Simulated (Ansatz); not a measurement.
Band structure of Tl

```yaml
crystal:
  lattice:
    - [0.00000, 2.49757, 2.49757]
    - [2.49757, 0.00000, 2.49757]
    - [2.49757, 2.49757, 0.00000]
  atoms:
    - { symbol: Tl, position: [0.00000, 0.00000, 0.00000] }
```

The structure comes from a relaxation in the same program, started in the fcc type, and has space group Fm-3m. Whether it is a known phase or the ground state wasn't checked.

Spin–orbit coupling is left out, though it moves levels of the heavy atoms by tenths of an eV or more.

The calculation used Ansatz 0.2.0, DFT, PBE, all-electron LAPW, scalar-relativistic.

Numerical set-up: a Γ-centred 14×14×14 k mesh, Fermi–Dirac smearing of 0.08 eV, basis error target 0.25 meV/atom, no spin polarisation.

Points in fractions of the reciprocal vectors of this cell: Γ (0, 0, 0), X (0.5, 0, 0.5), U (0.625, 0.25, 0.625), K (0.375, 0.375, 0.75), L (0.5, 0.5, 0.5), W (0.5, 0.25, 0.75). The path joins them by straight lines in the order Γ–X–U–K–Γ–L–W–X; legs that retrace an earlier one aren't tabulated. Energies are in eV from the Fermi level.

Task: Is there a gap?

Result: none: with an odd electron count and no spin polarisation the bands can't all be full, a metal in this set-up (spin order or a larger cell could open a gap).

Task: List the levels between -5 and 5 eV at the symmetry points.

Result: 
Γ: none in this range
X: -3.78, -1.55, 3.90 (×2)
U: -3.91, -0.48, 0.61, 4.90
K: -3.91, -0.48, 0.61, 4.90
L: -2.55
W: -3.69, 0.48 (×2), 2.08
